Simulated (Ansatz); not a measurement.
**Ge: a line through an energy map**

How does the energy of Ge (P6_3/mmc, No. 194; 8 atoms in the cell) vary with amplitude of mode 5 (53 cm⁻¹), at amplitude of mode 4 (53 cm⁻¹) = −0.315 Å?

Computed with Ansatz 0.2.0 (DFT PBE, scalar-relativistic, plane waves, PAW, unless a step's input says otherwise).

1 further run of the same task is left out (set aside as unsound or not needed).

## Step 1: The structure to begin with

Symmetry: P6_3/mmc, No. 194, hexagonal system. Conventional cell: a = 4.058 Å, b = 4.058 Å, c = 6.693 Å, α = 90.00°, β = 90.00°, γ = 120.00°. Around Ge (site symmetry 3m) lie 4 Ge at 2.49 to 2.51 Å.

Coordinates:

```cif
data_structure
_symmetry_space_group_name_H-M 'P 1'
_symmetry_Int_Tables_number 1
_cell_length_a 4.0585
_cell_length_b 4.0585
_cell_length_c 6.6931
_cell_angle_alpha 90.000
_cell_angle_beta 90.000
_cell_angle_gamma 120.000
_cell_volume 95.47
loop_
_atom_site_label
_atom_site_type_symbol
_atom_site_fract_x
_atom_site_fract_y
_atom_site_fract_z
_atom_site_occupancy
Ge1 Ge 0.66667 0.33333 0.06279 1
Ge2 Ge 0.33333 0.66667 0.56279 1
Ge3 Ge 0.66667 0.33333 0.43721 1
Ge4 Ge 0.33333 0.66667 0.93721 1
```

It goes back to an entry of the Materials Project, which need not be the stable form.

This cell was relaxed beforehand with the same method: volume 23.87 Å³/atom, gap on the mesh none (metal).

## Step 2: Plan of the line

The energy is mapped over two normal modes frozen in (zone-centre modes of the cell shown, which folds in the wave vector (0, 1/2, 0) of the primitive cell).

The axes are (1) amplitude of mode 4 (53 cm⁻¹), largest displacement: 9 values from −0.315 Å; (2) amplitude of mode 5 (53 cm⁻¹), largest displacement: 9 values from −0.315 Å.

Nothing else is relaxed (the cell and all other modes fixed). Energies count from the relaxed high-symmetry cell. Points are written as (first, second).

The modes come from a phonon run on the reference cell, made beforehand.

The patterns, per unit of each coordinate (Å):

| atom | x1 | y1 | z1 | x2 | y2 | z2 |
| --- | --- | --- | --- | --- | --- | --- |
| Ge1 | 1.000 | 0.000 | 0.000 | 0.000 | 1.000 | 0.000 |
| Ge2 | 1.000 | 0.000 | 0.000 | 0.000 | 1.000 | 0.000 |
| Ge3 | -1.000 | 0.000 | 0.000 | 0.000 | -1.000 | 0.000 |
| Ge4 | -1.000 | 0.000 | 0.000 | 0.000 | -1.000 | 0.000 |
| Ge5 | -1.000 | 0.000 | 0.000 | 0.000 | -1.000 | 0.000 |
| Ge6 | -1.000 | 0.000 | 0.000 | 0.000 | -1.000 | 0.000 |
| Ge7 | 1.000 | 0.000 | 0.000 | 0.000 | 1.000 | 0.000 |
| Ge8 | 1.000 | 0.000 | 0.000 | 0.000 | 1.000 | 0.000 |

## Step 3: The run at (−0.315 Å, −0.315 Å)

Input file input.yaml:

```yaml
crystal:
  lattice:
    - [-4.0584862908, 0.0, 0.0]
    - [0.0, 0.0, -6.6930647484]
    - [0.0, -7.0295044574, 0.0]
  atoms:
    - { symbol: Ge, position: [0.0776151445, 0.9372088633, 0.3781444579] }
    - { symbol: Ge, position: [0.5776151445, 0.9372088633, 0.8781444579] }
    - { symbol: Ge, position: [0.4223848555, 0.4372088633, 0.1218555421] }
    - { symbol: Ge, position: [-0.0776151445, 0.4372088633, 0.6218555421] }
    - { symbol: Ge, position: [-0.0776151445, 0.5627911367, 0.2885222087] }
    - { symbol: Ge, position: [0.4223848555, 0.5627911367, 0.7885222087] }
    - { symbol: Ge, position: [0.5776151445, 0.0627911367, 0.2114777913] }
    - { symbol: Ge, position: [0.0776151445, 0.0627911367, 0.7114777913] }
basis:
  ecutwfc: 420
kpoints:
  mp_grid: { grid: [10, 6, 6] }
hamiltonian:
  xc: pbe
  pseudopotentials: { kind: paw, azcp: { folder: soft_1 } }
scf:
  occupations: { method: gaussian, width: 0.15 }
output:
  forces: true
  stress: true
  eigenvalues: true
```

Launch:

```sh
> ansatz run input.yaml --threads 4 --pin off --max-ram 8192MiB --backend cpu --events-out ev --progress --plain --runs-dir out
```

Further runs follow: the other points of the line.

Before running it: what results should come out? Wanted: for each run, amplitude of mode 5; energy; slope; pressure; largest force on an atom.

As calculated:

| amplitude of mode 5 (53 cm⁻¹), largest displacement (Å) | step | energy (eV) | slope (eV per Å) | pressure (GPa) | largest force on an atom (eV/Å) |
| --- | --- | --- | --- | --- | --- |
| −0.315 | 3 | 0.717 | −2.38 | −0.85 | 0.68 |
| −0.236 | 4 | 0.552 | −1.80 | −0.76 | 0.60 |
| −0.158 | 5 | 0.435 | −1.19 | −0.67 | 0.53 |
| −0.079 | 6 | 0.365 | −0.59 | −0.60 | 0.47 |
| 0.000 | 7 | 0.342 | 0.00 | −0.58 | 0.43 |
| 0.079 | – | 0.365 | 0.59 | −0.60 | 0.47 |
| 0.158 | – | 0.435 | 1.19 | −0.67 | 0.53 |
| 0.236 | – | 0.552 | 1.80 | −0.76 | 0.60 |
| 0.315 | – | 0.717 | 2.38 | −0.85 | 0.68 |

Energies count from the relaxed high-symmetry cell. Rows without a step come from runs not printed here or follow by symmetry. Slopes come from the forces (and the stress, where the cell changes), not from differences of energies.

What this shows: Along the line the energy is lowest at 0.000 Å, 0.342 eV from the zero. Energies and slopes round the minimum, fitted together, put the minimum at 0.0000 Å, with a curvature of about 7.4 eV per Å². The highest point computed, at −0.315 Å, lies 0.375 eV above the lowest. This is one cut through a surface in two coordinates; the map's lowest point lies off it. With the other coordinates free, the energies away from the reference would be the same or lower. The gap on the mesh closes on part of the grid.
